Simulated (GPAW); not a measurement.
Crystal: BaTiO3.

```
Ba Ti O
1.0
     2.82737    1.63238    2.31839
    -2.82737    1.63238    2.31839
     0.00000   -3.26476    2.31839
Ba Ti O
1 1 3
Direct
  0.00000 0.00000 0.00000
  0.48450 0.48450 0.48450
  0.50860 0.01750 0.50860
  0.01750 0.50860 0.50860
  0.50860 0.50860 0.01750
```

Program: GPAW 26.7.0. Alike in all runs: task band structure; potentials or basis PAW data sets generated in the run's folder for this functional, pw; no spin polarisation; cell as given; k mesh 5 × 5 × 5; cutoff (eV) 800; smearing fermi-dirac 0.05 eV.

Problem. Order these runs on this cell by their band gap on the k mesh, lowest first.
A. level PBEsol+U; U Ti d U = 2 eV
B. level PBEsol+U; U Ti d U = 4 eV
C. level PBEsol+U; U Ti d U = 8 eV
D. level PBEsol
E. level PBEsol+U; U Ti d U = 6 eV

Solution. D (2.49 eV), A (2.72 eV), B (2.98 eV), E (3.27 eV), C (3.58 eV).

Caveats: spin-orbit coupling is left out, which moves the levels of the heavy elements; the mesh misses the band edges, which the band path finds closer together; forces of over 1 eV/Å show positions far from the minimum, so gaps and moduli don't describe the material at rest (some runs).
